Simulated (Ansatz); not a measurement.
The system is Ru.

```xyz
2
Lattice="2.7058 0.0000 0.0000 -1.3529 2.3433 0.0000 0.0000 0.0000 4.2819" Properties=species:S:1:pos:R:3 pbc="T T T"
Ru    1.3529    0.7811    3.2114
Ru    0.0000    1.5622    1.0705
```

* Program: Ansatz 0.2.0
* Task: relaxation of cell and atoms
* Functional: revPBE
* Potentials or basis: all-electron LAPW, scalar-relativistic
* Basis error allowed: 0.001 eV/atom
* k mesh: 11 × 11 × 6
* Occupations: fermi-dirac, width 0.05 eV
* Spin: no spin polarisation

At the start: volume 13.57 Å³/atom.

Where does the relaxation end?

Over 5 steps the energy falls by 7.7 meV/atom and the volume is 13.91 Å³/atom (+2.4 %); space group P6_3/mmc (No. 194, to 0.05 Å).

Step by step:
| step | energy change (eV) | largest force (eV/Å) | volume (Å³) |
| --- | --- | --- | --- |
| 1 | 0.0000 | 0.0000 | 27.15 |
| 2 | -0.0002 | 0.0000 | 28.50 |
| 3 | -0.0154 | 0.0000 | 27.84 |
| 4 | -0.0155 | 0.0000 | 27.81 |
| 5 | -0.0155 | 0.0000 | 27.81 |

Final structure:
```xyz
2
Lattice="2.7286 0.0000 0.0000 -1.3643 2.3631 0.0000 0.0000 0.0000 4.3131" Properties=species:S:1:pos:R:3 pbc="T T T"
Ru    1.3643    0.7877    3.2348
Ru    0.0000    1.5754    1.0783
```
